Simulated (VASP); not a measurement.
These are AM05 GGA, VASP's PBE PAW potentials (set 64) (plane waves; VASP 6.6.1) values and carry that method's errors.

VASP input:

### INCAR
```
ALGO = Normal
GGA = AM   # AM05
PREC = Accurate
ICHARG = 11   # fixed density
SIGMA = 0.05
LWAVE = F
ISMEAR = 0   # Gaussian
LORBIT = 11   # lm-projected
SYSTEM = Li2O
LASPH = T   # aspherical one-centre terms
ENCUT = 520
EDIFF = 1E-7   # SCF stop (eV)
LCHARG = F
LREAL = F   # projection in real space or not
NELM = 100
```

### KPOINTS
```
k-points along high-symmetry lines
15
Line-mode
Reciprocal
  0.000000   0.000000   0.000000 ! GAMMA
  0.500000   0.000000   0.500000 ! X

  0.500000   0.000000   0.500000 ! X
  0.625000   0.250000   0.625000 ! U

  0.375000   0.375000   0.750000 ! K
  0.000000   0.000000   0.000000 ! GAMMA

  0.000000   0.000000   0.000000 ! GAMMA
  0.500000   0.500000   0.500000 ! L

  0.500000   0.500000   0.500000 ! L
  0.500000   0.250000   0.750000 ! W

  0.500000   0.250000   0.750000 ! W
  0.500000   0.000000   0.500000 ! X
```

POSCAR:
```
Li2O
1
   -0.0000000000     2.3045020218     2.3045020218
    2.3045020218    -0.0000000000     2.3045020218
    2.3045020218     2.3045020218     0.0000000000
Li O
2 1
Direct
  0.2500000000   0.2500000000   0.2500000000
  0.7500000000   0.7500000000   0.7500000000
  1.0000000000   1.0000000000   1.0000000000
```

POTCAR, in this order: Li_sv O (PBE.64 set). Program: vasp_std. Read from the step before: CHGCAR.

The run wrote:

**OSZICAR**
```
       N       E                     dE             d eps       ncg     rms          rms(c)
DAV:   1     0.382934163367E+02    0.38293E+02   -0.62078E+03  1800   0.130E+03
DAV:   2    -0.976838316193E+01   -0.48062E+02   -0.45436E+02  2334   0.220E+02
DAV:   3    -0.136376396436E+02   -0.38693E+01   -0.38505E+01  2848   0.547E+01
DAV:   4    -0.137353102688E+02   -0.97671E-01   -0.97560E-01  2512   0.778E+00
DAV:   5    -0.137358413412E+02   -0.53107E-03   -0.53102E-03  2494   0.642E-01
DAV:   6    -0.137358477321E+02   -0.63909E-05   -0.63907E-05  2448   0.520E-02
DAV:   7    -0.137358477845E+02   -0.52466E-07   -0.52610E-07  2592   0.478E-03
   1 F= -.13735848E+02 E0= -.13735848E+02  d E =-.985239E-28
```

File OUTCAR:
```
 val. band max:        1.3548865579   @ k =   0.0000   0.0000   0.0000

 cond. band min:       6.2617526693   @ k =   0.5000   0.0000   0.5000



 k-point     1 :       0.0000    0.0000    0.0000
  band No.  band energies     occupation
      1     -40.7288      2.00000
      2     -40.3648      2.00000
      3     -13.9475      2.00000
      4       1.3549      2.00000
      5       1.3549      2.00000
      6       1.3549      2.00000
      7       6.6820      0.00000
      8      13.2185      0.00000
      9      13.2185      0.00000
     10      13.2185      0.00000

 k-point     2 :       0.0357    0.0000    0.0357
  band No.  band energies     occupation
      1     -40.7270      2.00000
      2     -40.3660      2.00000
      3     -13.9441      2.00000
      4       1.3165      2.00000
      5       1.3345      2.00000
      6       1.3345      2.00000
      7       6.7297      0.00000
      8      13.2309      0.00000
      9      13.2310      0.00000
     10      13.2561      0.00000

 k-point     3 :       0.0714    0.0000    0.0714
  band No.  band energies     occupation
      1     -40.7216      2.00000
      2     -40.3700      2.00000
      3     -13.9343      2.00000
      4       1.2087      2.00000
      5       1.2749      2.00000
      6       1.2749      2.00000
      7       6.8622      0.00000
      8      13.2687      0.00000
      9      13.2687      0.00000
     10      13.3677      0.00000

 k-point     4 :       0.1071    0.0000    0.1071
  band No.  band energies     occupation
      1     -40.7131      2.00000
      2     -40.3763      2.00000
      3     -13.9185      2.00000
      4       1.0494      2.00000
      5       1.1805      2.00000
      6       1.1805      2.00000
      7       7.0473      0.00000
      8      13.3334      0.00000
      9      13.3334      0.00000
     10      13.5517      0.00000

 k-point     5 :       0.1429    0.0000    0.1429
  band No.  band energies     occupation
...
```

The density is held fixed in this step, so its total energy and stress have no physical meaning.

The compound is Li2O in the antifluorite structure. It was relaxed first.
